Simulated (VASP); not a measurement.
Method: PBE GGA + U (Dudarev), VASP's PBE PAW potentials (set 64) (plane waves; VASP).

VASP ran on this input.

### INCAR
```
# general
SYSTEM    = ZnTe
PREC      = Accurate
ENCUT     = 400
LREAL     = .False.   # projection in real space or not
LASPH     = .True.   # aspherical one-centre terms

# electronic loop
EDIFF     = 1E-6   # SCF stop (eV)
NELM      = 100
ALGO      = Normal   # blocked Davidson
LMAXMIX   = 4

# smearing
ISMEAR    = 0   # Gaussian
SIGMA     = 0.05   # width (eV)

# functional
GGA       = PE

# DFT+U
LDAU      = .True.
LDAUTYPE  = 2   # Dudarev
LDAUL     = 2 -1
LDAUU     = 5.0 0
LDAUJ     = 0 0
LDAUPRINT = 1

# ions
ISIF      = 2   # forces and stress, cell fixed

# output
LWAVE     = .False.
LCHARG    = .False.
LORBIT    = 10
```

File POSCAR:
```
ZnTe
1.0
  0.0000000000   3.0500000000   3.0500000000
  3.0500000000   0.0000000000   3.0500000000
  3.0500000000   3.0500000000   0.0000000000
Zn Te
1 1
Cart
  0.0000000000   0.0000000000   0.0000000000
  1.5250000000   1.5250000000   1.5250000000
```

KPOINTS:
```
Automatic mesh
0
Gamma
7 7 7
0 0 0
```

POTCAR, in this order: Zn Te (PBE.64 set). Program: vasp_std.

The run wrote:

OSZICAR:
```
       N       E                     dE             d eps       ncg     rms          rms(c)
DAV:   1     0.721464337089E+02    0.72146E+02   -0.75840E+03   520   0.124E+03
DAV:   2    -0.370888189662E+00   -0.72517E+02   -0.69691E+02   545   0.238E+02
DAV:   3    -0.478062021046E+01   -0.44097E+01   -0.44008E+01   665   0.655E+01
DAV:   4    -0.483505439590E+01   -0.54434E-01   -0.54427E-01   641   0.708E+00
DAV:   5    -0.483582835092E+01   -0.77396E-03   -0.77395E-03   656   0.581E-01    0.507E+00
DAV:   6    -0.472664052272E+01    0.10919E+00   -0.30945E-01   724   0.126E+01    0.364E+00
DAV:   7    -0.471748341388E+01    0.91571E-02   -0.79758E-02   600   0.263E+00    0.118E+00
DAV:   8    -0.471881127854E+01   -0.13279E-02   -0.41575E-03   578   0.573E-01    0.313E-01
DAV:   9    -0.471896158519E+01   -0.15031E-03   -0.10836E-03   565   0.268E-01    0.902E-02
DAV:  10    -0.471902963354E+01   -0.68048E-04   -0.10575E-04   615   0.705E-02    0.237E-02
DAV:  11    -0.471905381229E+01   -0.24179E-04   -0.34076E-05   565   0.415E-02    0.771E-03
DAV:  12    -0.471905482375E+01   -0.10115E-05   -0.32204E-06   585   0.185E-02    0.381E-03
DAV:  13    -0.471905486852E+01   -0.44768E-07   -0.73047E-07   421   0.594E-03
   1 F= -.47190549E+01 E0= -.47190549E+01  d E =-.242900E-15
```

OUTCAR:
```
------------------------ aborting loop because EDIFF is reached ----------------------------------------
  FORCE on cell =-STRESS in cart. coord.  units (eV):
  Direction    XX          YY          ZZ          XY          YZ          ZX
  --------------------------------------------------------------------------------------
  Total        0.4173589      0.4173589      0.4173589     -0.0000000      0.0000000      0.0000000
  in kB       11.7839447     11.7839447     11.7839447     -0.0000000      0.0000000      0.0000000
  external PRESSURE =      11.7839447 kB  Pullay stress =       0.0000000 kB
  volume of cell :       56.75
      direct lattice vectors                 reciprocal lattice vectors
     0.000000000  3.050000000  3.050000000    -0.163934426  0.163934426  0.163934426
     3.050000000  0.000000000  3.050000000     0.163934426 -0.163934426  0.163934426
     3.050000000  3.050000000  0.000000000     0.163934426  0.163934426 -0.163934426
 POSITION                                       TOTAL-FORCE (eV/Angst)
 -----------------------------------------------------------------------------------
      0.00000      0.00000      0.00000        -0.000000     -0.000000     -0.000000
      1.52500      1.52500      1.52500         0.000000      0.000000      0.000000
 -----------------------------------------------------------------------------------
    total drift:                               -0.000004     -0.000004     -0.000004
  FREE ENERGIE OF THE ION-ELECTRON SYSTEM (eV)
  ---------------------------------------------------
  free  energy   TOTEN  =        -4.7190548685 eV

  energy  without entropy=       -4.7190548685  energy(sigma->0) =       -4.71905487

 total charge

# of ion       s       p       d       tot
------------------------------------------
    1        0.545   0.420   9.839  10.804
    2        1.344   2.088   0.025   3.457
--------------------------------------------------
tot          1.888   2.508   9.865  14.261
```
(Selected blocks of OUTCAR.)

The compound is ZnTe in the zinc blende structure. The cell was not relaxed at this level. The run is one of a series of settings (LDAU = .TRUE., LDAUJ = 0 0, LDAUL = 2 -1, LDAUTYPE = 2, LDAUU = 5.0 0 against the base run), some of them coarse on purpose.
